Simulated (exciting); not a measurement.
# Re (P6_3/mmc) in exciting: reference runs

How does Re come out in PBE? The cell is run as given, and energy against volume gives the equilibrium volume and stiffness.

Program: exciting (release sodium). These are calculated values, not measurements. Logs are shortened: lines on timing, memory, paths and dates and some standing lists are left out, and cuts for length are marked.

### Step 1. Starting point

The structure is hexagonal, space group P6_3/mmc (No. 194). The conventional cell has a = 2.761 Å, b = 2.761 Å, c = 4.458 Å, α = 90.00°, β = 90.00°, γ = 120.00°. Re (site symmetry -6m2) is surrounded by 12 Re at 2.74 to 2.76 Å.

### Step 2. Single point, PBE

The input, input.xml:

```xml
<input>
  <title>Re</title>
  <structure speciespath="./" tshift="false">
    <crystal scale="1">
      <basevect>5.217155884867 0.000000000000 0.000000000000</basevect>
      <basevect>-2.608577942433 4.518189531858 0.000000000000</basevect>
      <basevect>0.000000000000 0.000000000000 8.424777008807</basevect>
    </crystal>
    <species speciesfile="Re.xml" rmt="2.3">
      <atom coord="0.666666666700 0.333333333300 0.750000000000"/>
      <atom coord="0.333333333300 0.666666666700 0.250000000000"/>
    </species>
  </structure>
  <groundstate do="fromscratch" ngridk="11 11 6" rgkmax="9" gmaxvr="14" lmaxapw="10" lmaxmat="10" lmaxvr="8" xctype="GGA_PBE" stype="Fermi Dirac" swidth="0.00183747" nempty="18" ValenceRelativity="iora*" epsengy="1e-05" epspot="1e-05" maxscl="60" tforce="true" outputlevel="normal"/>
</input>
```

Potentials or basis: all-electron LAPW+lo, shipped species files, valence relativity iora*.

Started as:

```bash
$ OMP_NUM_THREADS=1 exciting_smp
```

INFO.OUT:

```text
================================================================================
EXCITING SODIUM started
[... 10 lines left out ...]

 Lattice vectors (cartesian) :
      5.2171558849      0.0000000000      0.0000000000
     -2.6085779424      4.5181895319      0.0000000000
      0.0000000000      0.0000000000      8.4247770088

 Reciprocal lattice vectors (cartesian) :
      1.2043315258      0.6953211306     -0.0000000000
      0.0000000000      1.3906422612      0.0000000000
      0.0000000000     -0.0000000000      0.7457984111

 Unit cell volume                           :     198.5896785898
 Brillouin zone volume                      :       1.2490589400

 Species :    1 (Re)
     parameters loaded from                 :    Re.xml
     name                                   :    rhenium
     nuclear charge                         :     -75.00000000
     electronic charge                      :      75.00000000
     atomic mass                            :  339434.59610000
     muffin-tin radius                      :       2.30000000
     # of radial points in muffin-tin       :     450

     atomic positions (lattice) :
       1 :   0.66666667  0.33333333  0.75000000
       2 :   0.33333333  0.66666667  0.25000000

 Total number of atoms per unit cell        :       2

 Spin treatment                             :    spin-unpolarised

 Number of Bravais lattice symmetries       :      24
 Number of crystal symmetries               :      12

 k-point grid                               :      11   11    6
 Total number of k-points                   :      84
 k-point set is reduced with crystal symmetries

 R^MT_min * |G+k|_max (rgkmax)              :       9.00000000
 Species with R^MT_min                      :       1 (Re)
 Maximum |G+k| for APW functions            :       3.91304348
 Maximum |G| for potential and density      :      14.00000000

 G-vector grid sizes                        :      24    24    40
 Total number of G-vectors                  :    9139

 Maximum angular momentum used for
     APW functions                          :      10
     computing H and O matrix elements      :      10
     potential and density                  :       8
     inner part of muffin-tin               :       2

 Total nuclear charge                       :    -150.00000000
 Total electronic charge                    :     150.00000000
 Total core charge                          :      92.00000000
 Total valence charge                       :      58.00000000

 Number of empty states                     :      18
 Total number of valence states             :      48

 Maximum Hamiltonian size                   :     268
 Maximum number of plane-waves              :     214
 Total number of local-orbitals             :      54

 Exchange-correlation type                  :      20
     Perdew-Burke-Ernzerhof, Phys. Rev. Lett. 77, 3865 (1996)
     Generalised gradient approximation (GGA)

[... 20 lines left out ...]
+ SCF iteration number :    1                                                  +
++++++++++++++++++++++++++++++++++++++++++++++++++++++++++++++++++++++++++++++++
 Total energy                               :    -33409.65578115
 _______________________________________________________________
 Fermi energy                               :         0.60866258
 Kinetic energy                             :     37829.87218569
 Coulomb energy                             :    -70573.48089266
 Exchange energy                            :      -656.85627327
 Correlation energy                         :        -9.19080091

 DOS at Fermi energy (states/Ha/cell)       :        49.46965545

 Electron charges :
     core                                   :        92.00000000
     core leakage                           :         0.00000595
     valence                                :        58.00000000
     interstitial                           :         5.32178548
     charge in muffin-tin spheres :
                  atom     1    Re          :        72.33910726
                  atom     2    Re          :        72.33910726
     total charge in muffin-tins            :       144.67821452
     total charge                           :       150.00000000
[... 333 lines left out ...]
 Electron charges :
     core                                   :        92.00000000
     core leakage                           :         0.00000569
     valence                                :        58.00000000
     interstitial                           :         5.09049871
     charge in muffin-tin spheres :
                  atom     1    Re          :        72.45475064
                  atom     2    Re          :        72.45475064
     total charge in muffin-tins            :       144.90950129
     total charge                           :       150.00000000

 RMS change in effective potential (target) :  0.328904E-08  ( 0.100000E-04)
 Absolute change in total energy   (target) :  0.883796E-06  ( 0.100000E-04)
 Charge distance                   (target) :  0.456762E-09  ( 0.100000E-04)
 Abs. change in max-nonIBS-force   (target) :  0.386402E-08  ( 0.500000E-04)

++++++++++++++++++++++++++++++++++++++++++++++++++++++++++++++++++++++++++++++++
| Convergency criteria checked for the last 2 iterations                       +
| Convergence targets achieved. Performing final SCF iteration                 +
++++++++++++++++++++++++++++++++++++++++++++++++++++++++++++++++++++++++++++++++
 Total energy                               :    -33436.04411322
 _______________________________________________________________
 Fermi energy                               :         0.58806452
 Kinetic energy                             :     37812.08821733
 Coulomb energy                             :    -70581.64508398
 Exchange energy                            :      -657.29675943
 Correlation energy                         :        -9.19048713

 DOS at Fermi energy (states/Ha/cell)       :        42.98911600

 Electron charges :
     core                                   :        92.00000000
     core leakage                           :         0.00000569
     valence                                :        58.00000000
     interstitial                           :         5.09049856
     charge in muffin-tin spheres :
                  atom     1    Re          :        72.45475072
                  atom     2    Re          :        72.45475072
     total charge in muffin-tins            :       144.90950144
     total charge                           :       150.00000000

++++++++++++++++++++++++++++++++++++++++++++++++++++++++++++++++++++++++++++++++
+ Self-consistent loop stopped                                                 +
++++++++++++++++++++++++++++++++++++++++++++++++++++++++++++++++++++++++++++++++
 STATE.OUT is written

--------------------------------------------------------------------------------
- Writing atomic positions and forces                                          -
--------------------------------------------------------------------------------

 Atomic positions (lattice) :
 atom     1  Re  :     0.66666667    0.33333333    0.75000000
 atom     2  Re  :     0.33333333    0.66666667    0.25000000

 Total atomic forces including IBS (cartesian) :
 atom     1  Re  :     0.00000000   -0.00000000    0.00001660
 atom     2  Re  :     0.00000000    0.00000000   -0.00001660

 Atomic force components including IBS (cartesian) :
 atom     1  Re  :    -0.00000000   -0.00000000    0.00004921   HF force
                 :    -0.00000000    0.00000000   -0.00003554   core correction
                 :     0.00000000    0.00000000    0.00000293   IBS correction
 atom     2  Re  :     0.00000000    0.00000000   -0.00004921   HF force
                 :     0.00000000    0.00000000    0.00003554   core correction
                 :    -0.00000000   -0.00000000   -0.00000293   IBS correction

********************************************************************************
[... 7 lines left out ...]
| EXCITING SODIUM stopped                                                      =
================================================================================
```

It took 2.2 min on 1 thread of Arm Neoverse V1, shared host; peak memory 0.13 GiB.

What came out:

| Property | Result |
| --- | --- |
| Free energy | -909841.1245 eV |
| Band gap on the k mesh | none (metal or under the smearing width) |
| All electrons inside the program's atomic spheres | Re 72.45 (radii Re 2.3 bohr) |

Levels at points of the mesh, in eV from the Fermi level:
| k point | band 26 | band 27 | band 28 | band 29 | band 30 | band 31 | band 32 | band 33 |
| --- | --- | --- | --- | --- | --- | --- | --- | --- |
| (0.00, 0.00, 0.00) | -1.59 | -1.59 | -0.75 | -0.75 | 0.18 | 0.18 | 0.63 | 3.37 |
| (0.00, 0.00, 0.50) | -2.39 | -1.72 | -1.72 | -1.72 | -1.72 | 2.56 | 2.56 | 2.56 |

Caveat: the log's total energy holds no entropy term; the free energy is that total less TS from the occupations. Spin-orbit coupling is left out, which matters for the levels of Re.

(Part 1 of 2 ends here.)
